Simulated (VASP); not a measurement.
# FeO (I4/mmm) in VASP: settings compared, part 2 of 2

VASP 6.6.1.

## Step 4: Single point, PBE, collinear spin, ferromagnetic start

Input file INCAR:

```
SYSTEM = FeO
PREC     = Accurate       ! precision mode
ENCUT    = 600            ! plane-wave cutoff, eV
EDIFF    = 1E-6           ! SCF threshold, eV
ISMEAR   = 0              ! smearing method
SIGMA    = 0.05           ! smearing width, eV
LREAL    = .FALSE.        ! projectors in reciprocal space
LASPH    = .TRUE.         ! aspherical terms in the spheres
NELM     = 100            ! most SCF steps
ALGO     = Normal         ! electronic algorithm
ISIF     = 2              ! what is computed and relaxed
LWAVE    = .FALSE.        ! write WAVECAR
LCHARG   = .FALSE.        ! write CHGCAR
ISPIN    = 2              ! spin polarisation
MAGMOM   = 3 0            ! initial moments
LORBIT   = 11             ! projections on sites
LMAXMIX  = 4              ! l up to which the mixer works
GGA      = PE             ! functional
ADDGRID  = .FALSE.
```

Input file KPOINTS:

```
Automatic mesh
0
G
  7 7 7
  0 0 0
```

Input file POSCAR:

```
FeO
1.0
   -1.6021034130      1.6021034130      2.0833922500
    1.6021034130     -1.6021034130      2.0833922500
    1.6021034130      1.6021034130     -2.0833922500
Fe O
1 1
Direct
    0.0000000000      0.0000000000      0.0000000000
    0.5000000000      0.5000000000      0.0000000000
```

Run with:

```sh
> cat potpaw_PBE.64/Fe/POTCAR potpaw_PBE.64/O/POTCAR > POTCAR
> mpirun -np 1 vasp_std > vasp.out
```

Run time: 41 s. Hardware: 1 thread of Intel Xeon Platinum 8488C (Sapphire Rapids), shared host; peak memory 0.18 GiB.

These settings aren't checked as converged: the numbers below hold their error.

What came out:

| Quantity | Value |
| --- | --- |
| Free energy | -14.8658 eV |
| Pressure | -9.0 GPa |
| Band gap on the k mesh | none (metal or under the smearing width) |
| Net moment | 4.01 μB per cell |
| Site moments | Fe +3.62; O +0.29 μB |
| Valence electrons inside the program's atomic spheres | Fe 6.66; O 4.96 |

Caveat: the k mesh is coarse (spacing up to 0.40 Å⁻¹), so the values aren't converged; a cell with one magnetic atom can't hold antiferromagnetic order, which such compounds often take; semilocal functionals often make such compounds metallic where correlation or magnetic order opens a gap, which also shifts bond lengths.

## Step 5: Single point, PBE, collinear spin, ferromagnetic start

Edit INCAR of step 4 so:

```diff
@@ -2,3 +2,3 @@
 PREC     = Accurate       ! precision mode
-ENCUT    = 600            ! plane-wave cutoff, eV
+ENCUT    = 500            ! plane-wave cutoff, eV
 EDIFF    = 1E-6           ! SCF threshold, eV
```

Input file KPOINTS:

```
Automatic mesh
0
G
  8 8 8
  0 0 0
```

POSCAR is that of step 4.

Run with:

```sh
> cat potpaw_PBE.64/Fe/POTCAR potpaw_PBE.64/O/POTCAR > POTCAR
> mpirun -np 1 vasp_std > vasp.out
```

Run time: 22 s. Hardware: 1 thread of Intel Xeon Platinum 8488C (Sapphire Rapids), shared host; peak memory 0.16 GiB.

The run converged, but some of its settings lie outside the range that counts as converged, so its numbers aren't taken as properties of the crystal.

What came out:

- Free energy: -14.8655 eV
- Pressure: -8.8 GPa
- Band gap on the k mesh: none (metal or under the smearing width)
- Net moment: 4.00 μB per cell
- Site moments: Fe +3.62; O +0.29 μB
- Valence electrons inside the program's atomic spheres: Fe 6.66; O 4.97

Caveat: a cell with one magnetic atom can't hold antiferromagnetic order, which such compounds often take; semilocal functionals often make such compounds metallic where correlation or magnetic order opens a gap, which also shifts bond lengths.

## Step 6: Relaxation of cell and atoms, PBEsol, collinear spin, ferromagnetic start

Input file INCAR:

```
PREC = Accurate
ENCUT = 600
EDIFF = 1E-6
ISMEAR = -1
SIGMA = 0.05
LREAL = False
LASPH = True
NELM = 100
ALGO = Normal
ISIF = 3
LWAVE = False
LCHARG = False
ISPIN = 2
MAGMOM = 3 0
LORBIT = 11
LMAXMIX = 4
GGA = PS
IBRION = 2
NSW = 60
EDIFFG = -0.005
```

Input file KPOINTS:

```
regular mesh
0
Gamma
  10 10 10
```

POSCAR is that of step 5.

Potentials or basis: VASP PAW PBE potentials, release 64 (Fe, O).

Run with:

```sh
> cat potpaw_PBE.64/Fe/POTCAR potpaw_PBE.64/O/POTCAR > POTCAR
> mpirun -np 1 vasp_std > vasp.out
```

Wall time 3.2 min (1 thread of Intel Xeon 6975P-C (Granite Rapids), shared host); peak memory 0.23 GiB.

Results (log left out):

```yaml
Free_energy: -15.8745 eV
Relaxed_volume: 9.58 Å³/atom
Relaxed_cell: a = 3.003 Å, b = 3.003 Å, c = 3.003 Å, α = 120.01°, β = 120.01°, γ = 89.98°
Space_group_after_relaxing_to_0.05_Å: Fm-3m (No. 225)
Energy_gained_by_relaxing: 77.2 meV/atom
Ionic_steps: 9
Pressure_after_relaxing: 0.0 GPa
Band_gap_on_the_k_mesh: none (metal or under the smearing width)
Net_moment: 4.00 μB per cell
Site_moments: Fe +3.60; O +0.31 μB
Valence_electrons_inside_the_program's_atomic_spheres: Fe 6.82; O 4.99
```

Step by step:
```csv
step,energy change (eV),largest force (eV/Å),pressure (GPa),volume (Å³)
1,0.0000,0.0000,-16.15,21.39
2,-0.0862,0.0000,11.78,18.22
3,-0.1196,0.0000,0.69,19.23
4,-0.1432,0.0000,1.51,19.06
5,-0.1511,0.0000,3.19,18.88
6,-0.1520,0.0000,-2.88,19.43
7,-0.1543,0.0000,-0.17,19.17
8,-0.1544,0.0000,-0.09,19.16
9,-0.1545,0.0000,0.02,19.15
```

Final structure:
```yaml
crystal:
  lattice:
    - [-1.50144, 1.50144, 2.12404]
    - [1.50144, -1.50144, 2.12404]
    - [1.50144, 1.50144, -2.12404]
  atoms:
    - { symbol: Fe, position: [0.00000, 0.00000, 0.00000] }
    - { symbol: O, position: [0.50000, 0.50000, 0.00000] }
```

Levels at points of the mesh, in eV from the Fermi level:
Spin up:
```
           k point  band 5  band 6  band 7  band 8  band 9  band 10  band 11  band 12  band 13
(0.00, 0.00, 0.00)   -3.94   -3.93   -3.93   -3.68   -3.68     0.24    15.38    17.24    17.24
(0.50, 0.00, 0.00)   -3.03   -3.03   -2.44   -0.18   -0.17     4.04     8.81    12.70    12.71
(0.50, 0.50, 0.00)   -4.96   -3.25   -2.73   -2.73   -2.66     5.49     8.91    10.84    15.10
(0.50, 0.50, 0.50)   -4.96   -3.25   -2.73   -2.73   -2.66     5.49     8.90    10.85    15.10
```
Spin down:
```csv
k point,band 1,band 2,band 3,band 4,band 5,band 6,band 7,band 8,band 9,band 10
"(0.00, 0.00, 0.00)",-20.50,-3.39,-3.39,-3.39,-0.82,-0.81,-0.81,0.09,0.09,1.07
"(0.50, 0.00, 0.00)",-19.16,-8.42,-5.45,-5.45,0.43,0.43,0.65,2.91,2.92,4.57
"(0.50, 0.50, 0.00)",-19.17,-7.24,-4.63,-4.63,-2.33,0.68,0.81,0.81,1.20,6.82
"(0.50, 0.50, 0.50)",-19.17,-7.24,-4.63,-4.63,-2.33,0.68,0.81,0.81,1.19,6.82
```

Caveat: the PAW data sets were made with another functional, which shifts forces and pressure a little; a cell with one magnetic atom can't hold antiferromagnetic order, which such compounds often take; semilocal functionals often make such compounds metallic where correlation or magnetic order opens a gap, which also shifts bond lengths.
